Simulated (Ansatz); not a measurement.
## Na in Ansatz: convergence with smearing width

Crystal: Na.

```
Na
1.0
    -2.14100    2.14100    2.14100
     2.14100   -2.14100    2.14100
     2.14100    2.14100   -2.14100
Na
1
Direct
  0.00000 0.00000 0.00000
```

| Quantity | Value |
| --- | --- |
| Program | Ansatz 0.2.0 |
| Task | convergence study |
| Functional | LDA |
| Potentials or basis | all-electron LAPW, scalar-relativistic |
| Cutoff | 75 eV (chosen from the basis error) |
| Basis error allowed | 0.001 eV/atom |
| k mesh | 9 × 9 × 9 |
| Occupations | fermi-dirac, width 0.3 eV |
| Spin | no spin polarisation |

These are the settings of the first run; the series varies smearing width, with any setting tied to it.

Hardware: 1 thread of Intel(R) Xeon(R) Processor @ 2.70GHz (shared host).

Problem. The values tried are 0.3 eV, 0.2 eV, 0.15 eV, 0.1 eV, 0.05 eV, 0.025 eV, 0.01 eV, loosest first. From which on does the energy stay within 1 meV/atom of the tightest run that finished?

Solution. From 0.15 eV on.

```tsv
smearing width	energy less the tightest run, at zero smearing (meV/atom)	pressure (GPa)	SCF cycles	CPU time (s)	peak memory (GiB)
0.3 eV	2.91	-0.95	6	1.6	0.21
0.2 eV	1.49	-1.05	6	1.1	0.21
0.15 eV	0.47	-1.08	6	1.1	0.21
0.1 eV	-0.26	-1.11	6	1.2	0.21
0.05 eV	-0.49	-1.12	5	1.3	0.21
0.025 eV	-0.30	-1.12	5	1.4	0.21
0.01 eV	0.00	-1.12	5	1.5	0.21
```

Against the tightest run, the pressure stays within 0.1 GPa from 0.2 eV on. Narrower smearing needs a denser k mesh, so at a fixed mesh the narrowest width isn't the most accurate. The tightest run that finished is the yardstick and may itself not be fully converged.
